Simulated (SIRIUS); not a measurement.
Crystal: BN.

```
N B
1.0
     2.55394    0.00000    0.00000
    -1.27697    2.21178    0.00000
     0.00000    0.00000    4.22685
N B
2 2
Direct
  0.33333 0.66667 0.12528
  0.66667 0.33333 0.62528
  0.33333 0.66667 0.49972
  0.66667 0.33333 0.99972
```

Measurements of this composition are mostly on another form, of space group No. 194.

Base run:

| Item | Value |
| --- | --- |
| Program | SIRIUS 7.10.0 |
| Functional | PBE |
| Potentials or basis | PseudoDojo 0.4.1 PBE standard (scalar relativistic) |
| Cutoff | 1152 eV |
| Density cutoff | 4606 eV |
| k mesh | 12 × 12 × 6 |
| Occupations | fermi-dirac, width 0.05 eV |
| Spin | no spin polarisation |

Its results: band gap on the k mesh 5.27 eV; pressure -0.4 GPa; largest force 0.015 eV/Å.

Question: The run is repeated on the same cell with these changes: functional from PBE to LDA; libxc names from ["XC_GGA_X_PBE", "XC_GGA_C_PBE"] to ["XC_LDA_X", "XC_LDA_C_PW"]. What comes out?

Answer: Band gap on the k mesh 4.95 eV; pressure -6.1 GPa; largest force 0.008 eV/Å.

Caveats: the potentials were made for another functional, which shifts forces and pressure (some runs).

A k mesh can miss the band edges.

Not every run made on this cell is shown here.
